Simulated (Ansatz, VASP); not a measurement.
## One calculation of C, two programs

Contents of INCAR:

```
SYSTEM = C
ALGO = Normal
EDIFF = 1E-6
ENCUT = 520
ISIF = 2
ISMEAR = 0
LASPH = .True.
LCHARG = .False.
LREAL = .False.
LWAVE = .False.
NBANDS = 11
NELM = 60
PREC = Accurate
SIGMA = 0.05
```

Contents of KPOINTS:

```
k-points
0
Gamma
  12 12 12
  0 0 0
```

The input POSCAR:

```
C
1.0
    0.0000000000      1.6921203967      1.6921203967
    1.6921203967      0.0000000000      1.6921203967
    1.6921203967      1.6921203967      0.0000000000
C
2
Direct
    0.5000000000      0.5000000000      0.5000000000
    0.7500000000      0.7500000000      0.7500000000
```

Input for Ansatz:

```yaml
crystal:
  lattice:
    - [0.0, 1.6921203967, 1.6921203967]
    - [1.6921203967, 0.0, 1.6921203967]
    - [1.6921203967, 1.6921203967, 0.0]
  atoms:
    - { symbol: C, position: [0.5, 0.5, 0.5] }
    - { symbol: C, position: [0.75, 0.75, 0.75] }
basis:
  ecutwfc: 520.0
kpoints:
  mp_grid: { grid: [12, 12, 12] }
hamiltonian:
  xc: lda
  pseudopotentials: { kind: paw, azcp: { folder: soft_1 } }
scf:
  occupations: { method: gaussian, width: 0.05 }
output:
  forces: true
  stress: true
  eigenvalues: true
```

Alike in both runs: task single point; functional LDA; k mesh 12 × 12 × 12; occupations gaussian, width 0.05 eV; no spin polarisation.

```csv
,VASP,Ansatz
version,VASP 6.6.1,Ansatz 0.2.0
potentials or method,"VASP PAW LDA potentials, release 64 (C)","scalar-relativistic, plane waves, PAW"
plane-wave cutoff (eV),520,520
valence electrons in the cell,8,8
```

VASP gave:

| Item | Value |
| --- | --- |
| gap on the k mesh at the Fermi level (eV) | 4.53 |
| least direct gap on the mesh (eV) | 5.99 |

Question: Which values does Ansatz return?

Answer: gap on the k mesh at the Fermi level (eV): 4.54; least direct gap on the mesh (eV): 5.99.

Ansatz warned: «pseudo_functional_mismatch».
